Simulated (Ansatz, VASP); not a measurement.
## NaCl in VASP and in Ansatz

```
CELL_PARAMETERS angstrom
3.64228 0.00000 0.00000
0.00000 3.64228 0.00000
0.00000 0.00000 3.78237
ATOMIC_POSITIONS crystal
Na 0.00000 0.00000 0.00000
Cl 0.50000 0.50000 0.50000
```

Change from the starting cell: strain +0.040 along x and y, +0.080 along z, atoms carried along.

Alike in both runs: task single point; functional LDA; k mesh 6 × 6 × 6; occupations gaussian, width 0.05 eV; no spin polarisation.

```csv
,VASP,Ansatz
version,VASP 6.6.1,Ansatz 0.2.0
potentials or method,"VASP PAW LDA potentials, release 64 (Na_pv, Cl)","scalar-relativistic, plane waves, PAW"
plane-wave cutoff (eV),520,420
valence electrons in the cell,14,16
```

```csv
,VASP,Ansatz,Ansatz less VASP
gap on the k mesh at the Fermi level (eV),3.10,3.10,-0.005
least direct gap on the mesh (eV),3.47,3.47,-0.005
pressure (GPa),-5.0,-5.0,+0.04
largest component of the traceless stress (GPa),1.36,1.36,+0.003
```

The two sets of potentials don't hold the same shells in valence.

A k mesh can miss the band edges.
